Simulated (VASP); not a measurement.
# ZrS (Fm-3m) in VASP: settings compared, part 2 of 2

VASP 6.6.1.

## 4. Relaxation of cell and atoms, BLYP+D4

Input file INCAR:

```
PREC = Accurate ; ENCUT = 600
EDIFF = 1E-6 ; ISMEAR = -1
SIGMA = 0.05 ; LREAL = False
LASPH = True ; NELM = 60
ALGO = Fast ; ISIF = 3
LWAVE = False ; LCHARG = False
GGA = B5 ; ALDAX = 1.0
AGGAX = 1.0 ; AGGAC = 1.0
ALDAC = 0.0 ; IVDW = 13
VDW_S6 = 1.0 ; VDW_S8 = 2.34076671
VDW_A1 = 0.44488865 ; VDW_A2 = 4.0933009
IBRION = 2 ; NSW = 60
EDIFFG = -0.01
```

Input file KPOINTS:

```
regular mesh
0
Gamma
  9 9 9
```

Input file POSCAR:

```
ZrS
1.0
    0.0000000000      2.6250000000      2.6250000000
    2.6250000000      0.0000000000      2.6250000000
    2.6250000000      2.6250000000      0.0000000000
Zr S
1 1
Direct
    0.0000000000      0.0000000000      0.0000000000
    0.5000000000      0.5000000000      0.5000000000
```

Potentials or basis: VASP PAW PBE potentials, release 64 (Zr_sv, S).

On the command line:

```console
cat potpaw_PBE.64/Zr_sv/POTCAR potpaw_PBE.64/S/POTCAR > POTCAR
mpirun -np 1 vasp_std > vasp.out
```

OUTCAR:

```text
PREC = Accurate
   ENCUT = 600
   EDIFF = 1E-6
   ISMEAR = -1
   LREAL = False
   LASPH = True
   NELM = 60
   ISIF = 3
   GGA = B5
   IVDW = 13
   IBRION = 2
   NSW = 60
   EDIFFG = -0.01

 ion  position               nearest neighbor table
   1  0.000  0.000  0.000-   2 2.62   2 2.62   2 2.62   2 2.62   2 2.62   2 2.62
   2  0.500  0.500  0.500-   1 2.62   1 2.62   1 2.62   1 2.62   1 2.62   1 2.62

  LATTYP: Found a face centered cubic cell.
 ALAT       =     5.2500000000

  Lattice vectors:

 A1 = (   0.0000000000,   2.6250000000,   2.6250000000)
 A2 = (   2.6250000000,   0.0000000000,   2.6250000000)
 A3 = (   2.6250000000,   2.6250000000,   0.0000000000)

Analysis of symmetry for initial positions (statically):
=====================================================================
 Subroutine PRICEL returns:
 Original cell was already a primitive cell.

 Routine SETGRP: Setting up the symmetry group for a
 face centered cubic supercell.

[... 257 lines left out ...]

  energy without entropy =      -13.58735575  energy(sigma->0) =      -13.59369020

 E-fermi :  11.2382     XC(G=0): -10.6734

 val. band max:       11.1743117884   @ k =   0.4444   0.1111   0.0000
 cond. band min:      11.2735481408   @ k =  -0.4444   0.2222   0.1111
 fundamental gap:      0.0992363524
 Fermi energy:        11.2381606198

 k-point     1 :       0.0000    0.0000    0.0000
  band No.  band energies     occupation
      1     -38.7000      2.00000
      2     -16.7567      2.00000
      3     -16.7567      2.00000
      4     -16.7567      2.00000
      5      -4.6019      2.00000
      6       7.6516      2.00000
      7       7.6516      2.00000
      8       7.6516      2.00000
      9       9.9346      2.00000
     10       9.9346      2.00000
     11       9.9346      2.00000
     12      10.5936      1.99999
     13      10.5936      1.99999
[... 354 lines left out ...]
  band No.  band energies     occupation
      1     -38.6668      2.00000
      2     -17.0159      2.00000
      3     -16.8595      2.00000
      4     -16.8595      2.00000
      5      -3.7983      2.00000
      6       4.9663      2.00000
      7       6.7545      2.00000
      8       6.7545      2.00000
      9       7.9996      2.00000
     10      11.7025      0.00019
     11      13.5093      0.00000
     12      13.5093      0.00000
     13      14.4139      0.00000

 [... further k-points ...]

------------------------ aborting loop because EDIFF is reached ----------------------------------------

  DFT-D4 for vdW energy calculation

  Edisp (eV):   -1.23742
[... 25 lines left out ...]
  FREE ENERGIE OF THE ION-ELECTRON SYSTEM (eV)
  ---------------------------------------------------
  free  energy   TOTEN  =       -14.8374436136 eV

  energy  without entropy=      -14.8247747205  energy(sigma->0) =      -14.83110917

 reached required accuracy - stopping structural energy minimisation
```

OSZICAR:

```text
N       E                     dE             d eps       ncg     rms          rms(c)
DAV:   1     0.149676252763E+03    0.14968E+03   -0.10645E+04   910   0.151E+03
DAV:   2    -0.690167077815E+01   -0.15658E+03   -0.15120E+03  1080   0.349E+02
DAV:   3    -0.143331212205E+02   -0.74315E+01   -0.72875E+01  1425   0.695E+01
[... 45 lines left out ...]
RMM:   5    -0.136000132839E+02   -0.17631E-04   -0.13610E-04  1155   0.670E-02    0.394E-02
RMM:   6    -0.136000162705E+02   -0.29866E-05   -0.25234E-05  1043   0.281E-02    0.403E-02
RMM:   7    -0.136000249000E+02   -0.86294E-05   -0.38786E-05  1105   0.423E-02    0.316E-02
RMM:   8    -0.136000244823E+02    0.41764E-06   -0.13062E-05  1027   0.296E-02    0.173E-02
RMM:   9    -0.136000246425E+02   -0.16021E-06   -0.29222E-06   751   0.950E-03
   3 F= -.14837444E+02 E0= -.14831109E+02  d E =-.140720E-03
```

Wall time 1.8 min (1 thread of Intel Xeon Platinum 8488C (Sapphire Rapids), shared host); peak memory 0.17 GiB.

Results:

- Free energy: -14.8374 eV
- Relaxed volume: 18.04 Å³/atom
- Relaxed cell: a = 3.709 Å, b = 3.709 Å, c = 3.709 Å, α = 60.00°, β = 60.00°, γ = 60.00°
- Space group after relaxing (to 0.05 Å): Fm-3m (No. 225)
- Energy gained by relaxing: 0.1 meV/atom
- Ionic steps: 3
- Pressure after relaxing: 0.0 GPa
- Dispersion energy per atom: -0.619 eV

The path:
| step | energy change (eV) | largest force (eV/Å) | pressure (GPa) | volume (Å³) |
| --- | --- | --- | --- | --- |
| 1 | 0.0000 | 0.0000 | -0.40 | 36.18 |
| 2 | 0.0000 | 0.0000 | 0.33 | 35.94 |
| 3 | -0.0001 | 0.0000 | -0.03 | 36.07 |

Final structure:
```
Zr S
1.0
     0.00000    2.62249    2.62249
     2.62249    0.00000    2.62249
     2.62249    2.62249    0.00000
Zr S
1 1
Direct
  0.00000 0.00000 0.00000
  0.50000 0.50000 0.50000
```

Levels at points of the mesh, in eV from the Fermi level:
| k point | band 5 | band 6 | band 7 | band 8 | band 9 | band 10 | band 11 | band 12 | band 13 |
| --- | --- | --- | --- | --- | --- | --- | --- | --- | --- |
| (0.00, 0.00, 0.00) | -15.84 | -3.59 | -3.59 | -3.59 | -1.30 | -1.30 | -1.30 | -0.64 | -0.64 |

Caveat: the bands computed are all filled at some k points, so no gap is given; the PAW data sets were made with another functional, which shifts forces and pressure a little.

## 5. Summary

| level | pressure (GPa) | relaxed volume (Å³/atom) |
| --- | --- | --- |
| BLYP+D3 | 0.0 | 18.14 |
| BLYP+D3(BJ) | 0.0 | 17.41 |
| BLYP+D4 | 0.0 | 18.04 |

Alike in all rows: task relaxation of cell and atoms; potentials or basis VASP PAW PBE potentials, release 64 (Zr_sv, S); no spin polarisation; cell relaxed; k mesh 9 × 9 × 9; cutoff (eV) 600; smearing fermi-dirac 0.05 eV.

Caveats: the bands computed are all filled at some k points, so no gap is given; the PAW data sets were made with another functional, which shifts forces and pressure a little.

Absolute energies hang on the potentials; compare differences alone.
